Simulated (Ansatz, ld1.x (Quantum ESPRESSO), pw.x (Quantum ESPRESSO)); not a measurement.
**Tc (Z = 43): one change to the PAW potential, in the atom and in the fcc crystal**

ld1.x (Quantum ESPRESSO) 7.5 input, shortened:

```
&input
   title='Tc', zed=43., rel=1, dft='PBE', iswitch=3,
   config='[Kr] 4d5 5s0 5p0'
 /
 &inputp
   pseudotype=3, lpaw=.true., tm=.true., lloc=-1, rcloc=2.20,
   nlcc=.false.,
   which_augfun='BESSEL', rmatch_augfun=1.80
 /
6
5S  1  0   0.00   0.00  2.15  2.60  0.0
5S  1  0   0.00   0.20  2.15  2.60  0.0
5P  2  1   0.00   0.00  3.00  3.40  0.0
5P  2  1   0.00   1.45  3.00  3.40  0.0
4D  3  2   5.00   0.00  1.80  2.35  0.0
4D  3  2   0.00  -1.30  1.80  2.35  0.0
 &test
   configts(1)='4d5 5s0 5p0'
 /
```

Change: type TM; waves now 5p (bound): rc 3.40 bohr; 4d (bound): rc 2.35 bohr; 5s (bound): rc 2.60 bohr; local potential the s channel.

Cutoffs, loose and tight: the cutoffs (Ry, on a coarse ladder) from which the occupation-weighted sum of valence levels, in a spherical-Bessel basis at the reference potential, stays within 10 and 1 mRy of its value at 400 Ry. They do not see the model core or the augmentation charge, which bear on the density cutoff. Test errors are all-electron minus pseudo excitation energies from the reference, over the configurations 4d5 5s2 5p0; 4d5 5s1 5p0; 4d4 5s0 5p0; 4d6 5s1 5p0; 4d4 5s2 5p1; 4d3 5s0 5p0; 4d5.5 5s1.5 5p0; variants that change the core or the reference have their own tests.

Crystal test: fcc Tc in pw.x 7.5, no spin, 15³ k-points, Fermi–Dirac smearing 0.01 Ry, cutoffs set for each file from its atomic test. The reference is all-electron LAPW (Ansatz 0.2.0) with the same functional, mesh and smearing; V0 and B0 come from Birch–Murnaghan fits to the pressures at five volumes. Errors are pseudo minus all-electron; Δ is the rms difference of the E(V) curves that follow from these fits, minima aligned, over ±6 % about the mean V0. Mesh and smearing are coarse, so the numbers serve the comparison and aren't converged zero-temperature values; the lattice is a test structure that the element need not adopt.

All-electron: a0 = 3.873 Å (V0 = 14.52 Å³/atom), B0 = 295.3 GPa.

Task: Does the change bring the crystal closer to the all-electron result?

Result: The mean pressure error goes from -4.75 to -6.53 GPa, so the change moves the solid further from the all-electron pressures.

```csv
quantity,base,changed
outcome (atom),generated,generated
"cutoff, loose (atom)",18 Ry,35 Ry
"cutoff, tight (atom)",30 Ry,40 Ry
bound ghosts (atom),none,none
largest test error (meV) (atom),-985,-364
cutoffs in pw.x (Ry),40/320,50/200
a0 (Å),3.853,3.846
a0 error (%),-0.50,-0.68
B0 error (%),+13.1,+13.8
Δ (meV/atom),14.6,20.1
mean pressure error (GPa),-4.75,-6.53
```

Base: The largest radius (3.40 bohr) exceeds half the bond length (2.59 bohr), so the spheres overlap, which is one possible source of error among others. This is a poor potential for the solid. Changed file: The largest radius (3.40 bohr) exceeds half the bond length (2.59 bohr), so the spheres overlap, which is one possible source of error among others. This is a poor potential for the solid. The atomic cutoffs weigh occupied waves only.
